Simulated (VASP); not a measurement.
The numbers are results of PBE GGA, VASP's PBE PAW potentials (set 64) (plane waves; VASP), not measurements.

The input files of a VASP run:

File KPOINTS:
```
k-points along high-symmetry lines
15
Line-mode
Reciprocal
  0.000000   0.000000   0.000000 ! GAMMA
  0.500000   0.000000   0.500000 ! X

  0.500000   0.000000   0.500000 ! X
  0.625000   0.250000   0.625000 ! U

  0.375000   0.375000   0.750000 ! K
  0.000000   0.000000   0.000000 ! GAMMA

  0.000000   0.000000   0.000000 ! GAMMA
  0.500000   0.500000   0.500000 ! L

  0.500000   0.500000   0.500000 ! L
  0.500000   0.250000   0.750000 ! W

  0.500000   0.250000   0.750000 ! W
  0.500000   0.000000   0.500000 ! X
```

**INCAR**
```
# general
SYSTEM = Li2O
PREC   = Accurate
ENCUT  = 520
LREAL  = .FALSE.
LASPH  = .TRUE.
ICHARG = 11

# electronic loop
EDIFF  = 1E-7
NELM   = 100
ALGO   = Normal

# smearing
ISMEAR = 0
SIGMA  = 0.05

# functional
GGA    = PE

# output
LWAVE  = .FALSE.
LCHARG = .FALSE.
LORBIT = 11
```

**POSCAR**
```
Li2O
3.2694070
  0.0000000000   0.7071067650   0.7071067650
  0.7071067650   0.0000000000   0.7071067650
  0.7071067650   0.7071067650   0.0000000000
Li O
2 1
Cartesian
  0.3535533825   0.3535533825   0.3535533825
  1.0606601474   1.0606601474   1.0606601474
  0.7071067650   0.7071067650   0.0000000000
```

POTCAR, in this order: Li_sv O (PBE.64 set). Program: vasp_std. Read from the step before: CHGCAR.

Output of the run:

**OSZICAR**
```
       N       E                     dE             d eps       ncg     rms          rms(c)
DAV:   1     0.387054013847E+02    0.38705E+02   -0.62260E+03  1818   0.130E+03
DAV:   2    -0.927440675500E+01   -0.47980E+02   -0.45258E+02  2200   0.218E+02
DAV:   3    -0.136613883022E+02   -0.43870E+01   -0.43653E+01  3004   0.565E+01
DAV:   4    -0.137681935504E+02   -0.10681E+00   -0.10671E+00  2366   0.800E+00
DAV:   5    -0.137691842396E+02   -0.99069E-03   -0.99062E-03  2646   0.711E-01
DAV:   6    -0.137691964948E+02   -0.12255E-04   -0.12255E-04  2330   0.487E-02
DAV:   7    -0.137691966215E+02   -0.12666E-06   -0.12667E-06  2692   0.486E-03
DAV:   8    -0.137691966251E+02   -0.36207E-08   -0.36065E-08  2194   0.438E-04
   1 F= -.13769197E+02 E0= -.13769197E+02  d E =-.394486E-18
```

File OUTCAR:
```
 val. band max:        1.3270125248   @ k =   0.0000   0.0000   0.0000

 cond. band min:       6.2940504067   @ k =   0.5000   0.0000   0.5000



 k-point     1 :       0.0000    0.0000    0.0000
  band No.  band energies     occupation
      1     -41.6722      2.00000
      2     -41.3444      2.00000
      3     -14.1168      2.00000
      4       1.3270      2.00000
      5       1.3270      2.00000
      6       1.3270      2.00000
      7       6.5835      0.00000
      8      13.2439      0.00000
      9      13.2439      0.00000
     10      13.2439      0.00000

 k-point     2 :       0.0357    0.0000    0.0357
  band No.  band energies     occupation
      1     -41.6706      2.00000
      2     -41.3456      2.00000
      3     -14.1134      2.00000
      4       1.2886      2.00000
      5       1.3071      2.00000
      6       1.3071      2.00000
      7       6.6322      0.00000
      8      13.2553      0.00000
      9      13.2553      0.00000
     10      13.2805      0.00000

 k-point     3 :       0.0714    0.0000    0.0714
  band No.  band energies     occupation
      1     -41.6658      2.00000
      2     -41.3493      2.00000
      3     -14.1037      2.00000
      4       1.1807      2.00000
      5       1.2488      2.00000
      6       1.2488      2.00000
      7       6.7675      0.00000
      8      13.2904      0.00000
      9      13.2904      0.00000
     10      13.3894      0.00000

 k-point     4 :       0.1071    0.0000    0.1071
  band No.  band energies     occupation
      1     -41.6583      2.00000
      2     -41.3548      2.00000
      3     -14.0878      2.00000
      4       1.0215      2.00000
      5       1.1565      2.00000
      6       1.1565      2.00000
      7       6.9576      0.00000
      8      13.3513      0.00000
      9      13.3513      0.00000
     10      13.5684      0.00000

 k-point     5 :       0.1429    0.0000    0.1429
  band No.  band energies     occupation
...
```

The density is held fixed in this step, so its total energy and stress have no physical meaning.

The compound is Li2O in the antifluorite structure. It was relaxed first.
